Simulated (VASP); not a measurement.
The system is Au.

```
Au
1.0
    -1.65727    1.65727    1.65727
     1.65727   -1.65727    1.65727
     1.65727    1.65727   -1.65727
Au
1
Direct
  0.00000 0.00000 0.00000
```

This isn't the form of Au at room conditions, which is fcc.

```yaml
Program: VASP 6.6.1
Task: relaxation of cell and atoms
Functional: PBEsol
Potentials_or_basis: VASP PAW PBE potentials, release 64 (Au)
Cutoff: 600 eV
k_mesh: 10 × 10 × 10
Occupations: fermi-dirac, width 0.05 eV
Spin: no spin polarisation
```

At the start: pressure -9.7 GPa; volume 18.21 Å³/atom.

Problem. How do energy, volume and symmetry change on relaxing?

Solution. Over 7 steps the energy falls by 39.8 meV/atom and the volume is 17.00 Å³/atom (-6.6 %); space group Im-3m (No. 229, to 0.05 Å).

The path:
```
step  energy change (eV)  largest force (eV/Å)  pressure (GPa)  volume (Å³)
   1              0.0000                0.0000           -9.69        18.21
   2              0.0550                0.0000           21.86        15.46
   3             -0.0397                0.0000           -0.49        17.03
   4             -0.0398                0.0000            0.11        16.99
   5             -0.0397                0.0000           -0.09        17.02
   6             -0.0398                0.0000           -0.09        17.00
   7             -0.0398                0.0000            0.02        17.00
```

Final structure:
```
Au
1.0
    -1.61973    1.61973    1.61973
     1.61973   -1.61973    1.61973
     1.61973    1.61973   -1.61973
Au
1
Cartesian
  0.0000 0.0000 0.0000
```

Caveat: the PAW data sets were made with another functional, which shifts forces and pressure a little.
